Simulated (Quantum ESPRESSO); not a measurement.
A run of Quantum ESPRESSO 7.5 is set up as follows.

Contents of pw.in:

```
&CONTROL
  calculation = 'scf'
  prefix = 'pwscf'
  outdir = './tmp'
  pseudo_dir = './pseudo'
  tprnfor = .true.
  tstress = .true.
  disk_io = 'low'
/
&SYSTEM
  ibrav = 0
  celldm(1) = 8
  nat = 4
  ntyp = 2
  ecutwfc = 45
  ecutrho = 360
  nbnd = 14
  occupations = 'smearing'
  smearing = 'fd'
  degauss = 0.00367493
/
&ELECTRONS
  conv_thr = 8d-10
  electron_maxstep = 120
  mixing_beta = 0.5
/
ATOMIC_SPECIES
N     14.0070 n_lda_v1.2.uspp.F.UPF
B     10.8100 b_lda_v1.4.uspp.F.UPF
CELL_PARAMETERS alat
  0.5901236741981   0.0000000000000   0.0000000000000
 -0.2950618370991   0.5110620932419   0.0000000000000
  0.0000000000000   0.0000000000000   1.5674569556474
ATOMIC_POSITIONS crystal
N      0.6666666667    0.3333333333    0.2500000000
N      0.3333333333    0.6666666667    0.7500000000
B      0.6666666667    0.3333333333    0.7500000000
B      0.3333333333    0.6666666667    0.2500000000
K_POINTS automatic
6 6 2 0 0 1
```

File scf2.in:

```
&CONTROL
  calculation = 'scf'
  prefix = 'pwscf'
  outdir = './tmp'
  pseudo_dir = './pseudo'
  tprnfor = .true.
  tstress = .true.
  disk_io = 'low'
/
&SYSTEM
  ibrav = 0
  celldm(1) = 8
  nat = 4
  ntyp = 2
  ecutwfc = 45
  ecutrho = 360
  nbnd = 14
  occupations = 'fixed'
/
&ELECTRONS
  conv_thr = 1d-13
  electron_maxstep = 120
  mixing_beta = 0.5
  startingpot = 'file'
  startingwfc = 'file'
/
ATOMIC_SPECIES
N     14.0070 n_lda_v1.2.uspp.F.UPF
B     10.8100 b_lda_v1.4.uspp.F.UPF
CELL_PARAMETERS alat
  0.5901236741981   0.0000000000000   0.0000000000000
 -0.2950618370991   0.5110620932419   0.0000000000000
  0.0000000000000   0.0000000000000   1.5674569556474
ATOMIC_POSITIONS crystal
N      0.6666666667    0.3333333333    0.2500000000
N      0.3333333333    0.6666666667    0.7500000000
B      0.6666666667    0.3333333333    0.7500000000
B      0.3333333333    0.6666666667    0.2500000000
K_POINTS automatic
6 6 2 0 0 1
```

Contents of ph.in:

```
dielectric of BN
&INPUTPH
  prefix = 'pwscf'
  outdir = './tmp'
  tr2_ph = 1d-18
  fildyn = 'dyn'
  niter_ph = 90
  alpha_mix(1) = 0.7
  epsil = .true.
  trans = .false.
  zeu = .true.
/
0.0000000000 0.0000000000 0.0000000000
```

Potentials or basis: GBRV 1.5 LDA.

Launch:

```sh
$ OMP_NUM_THREADS=1 pw.x -in pw.in > pw.out
$ OMP_NUM_THREADS=1 pw.x -in scf2.in > scf2.out
$ OMP_NUM_THREADS=1 ph.x -in ph.in > ph.out
```

**Question.** Estimate the electronic dielectric tensor (diagonal).

**Answer.** 4.80, 4.80, 2.74.

**Question.** What does it give for the Born charges (mean of the diagonal)?

**Answer.** N -2.06; B +2.06 e.

**Question.** Estimate the pressure.

**Answer.** -2.1 GPa.

Born effective charge tensors (e):
atom 1, N
```
-2.71  0.00  0.00
 0.00 -2.71  0.00
 0.00  0.00 -0.76
```
atom 2, N
```
-2.71  0.00  0.00
 0.00 -2.71  0.00
 0.00  0.00 -0.76
```
atom 3, B
```
2.70 0.00 0.00
0.00 2.70 0.00
0.00 0.00 0.77
```
atom 4, B
```
2.70 0.00 0.00
0.00 2.70 0.00
0.00 0.00 0.77
```

Caveat: the k mesh is coarse (spacing up to 0.48 Å⁻¹), so the values aren't converged; the mesh is thin for the dielectric tensor, Born charges and intensities, which usually come out too large.
